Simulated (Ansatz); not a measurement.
**Random displacements in BN**

These are results of Ansatz 0.2.0, DFT PBE, scalar-relativistic, plane waves, PAW, not measurements. Cutoff 420 eV, Γ-centred 12×12×4 k-points, Gaussian smearing of 0.05 eV. No spin polarisation. Energies are free energies at this smearing, counted from the undisturbed cell; pressure is positive in compression.

The starting cell (as given, not relaxed at this level):

```yaml
crystal:
  lattice:
    - [2.50399, 0.00000, 0.00000]
    - [-1.25200, 2.16852, 0.00000]
    - [0.00000, 0.00000, 6.66120]
  atoms:
    - { symbol: B, position: [0.33333, 0.66667, 0.25000] }
    - { symbol: B, position: [0.66667, 0.33333, 0.75000] }
    - { symbol: N, position: [0.33333, 0.66667, 0.75000] }
    - { symbol: N, position: [0.66667, 0.33333, 0.25000] }
```

The cell holds layers and no dispersion correction was added, so their binding is poorly described.

The atoms are displaced (Å, in the unstrained cell):

```csv
atom,ux,uy,uz
B1,0.229,0.327,-0.132
B2,-0.212,-0.460,0.047
N3,0.325,-0.393,0.335
N4,-0.342,0.526,-0.250
```

Strain (Voigt, engineering shear): (-0.0070, -0.0283, -0.0139, -0.0404, 0.0693, 0.0328).

(1) What are the energy change, the stress and the forces?

Results:

(1) ΔE = 6991.0 meV/atom; stress (xx, yy, zz, yz, xz, xy; compression positive) (400.15, 257.20, 12.98, 59.86, -63.74, -283.98) GPa; gap on the mesh 1.97 eV.
```csv
atom,Fx (eV/Å),Fy,Fz
B1,-99.37,76.89,9.17
B2,23.22,-25.15,-3.58
N3,-23.27,25.10,3.13
N4,99.42,-76.84,-8.71
```

Cost: 1 run of about 0.26 core-minutes, on AMD EPYC 7R43 (Zen 3) (shared hosts).